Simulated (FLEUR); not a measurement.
Runs of FLEUR MaX-R8.1 (later development tree) on TiSi. Symmetry: Cmmm, No. 65, orthorhombic system. The conventional cell has a = 3.632 Å, b = 4.235 Å, c = 3.804 Å, α = 90.00°, β = 90.00°, γ = 90.00°. Around Ti (site symmetry mmm) lie 8 Si at 2.63 to 2.85 Å and 4 Ti at 2.79 Å. Around Si (site symmetry mmm) lie 8 Ti at 2.63 to 2.85 Å and 4 Si at 2.79 Å. The cell comes from a database or a generator and needn't be the stable form of this composition.

```csv
task,level,cell,gmax,muffin-tin radii,max iterations,mixing factor,mixer,kmax,gap on the mesh (eV),V0 of scaled cells (Å³/atom),B0 (GPa)
single point,PBEsol,"atoms moved at random, drawn with an rms of 0.05 Å",14.5 1/bohr,"Ti 2.37, Si 2.09 bohr",60,0.05,Anderson,4.69 1/bohr,none,-,-
equation of state,SCAN,as given,14.5 1/bohr,"Ti 2.37, Si 2.09 bohr",-,-,-,4.69 1/bohr,-,14.48,(a)
equation of state,PBEsol,as given,14.5 1/bohr,"Ti 2.37, Si 2.09 bohr",-,-,-,4.69 1/bohr,-,14.18,147
single point,PBEsol,as given,14.5 1/bohr,"Ti 2.37, Si 2.09 bohr",60,0.05,Anderson,4.69 1/bohr,none,-,-
```

Alike in all rows: potentials or basis all-electron, FLAPW; no spin polarisation; k mesh 10 × 10 × 7; smearing fermi-dirac 0.05 eV.

**Question.** Estimate the missing entries.

**Answer.** (a) 144.

Caveats: the cell was scaled at fixed shape and fractional positions, which overstates the stiffness of a crystal with free parameters, most of all of layers and chains (some runs); the meta-GGA is that of a development version, with a GGA for the radial functions and cores and without core tails (some runs).

A gap of «none» marks a metal or a gap under the smearing width.
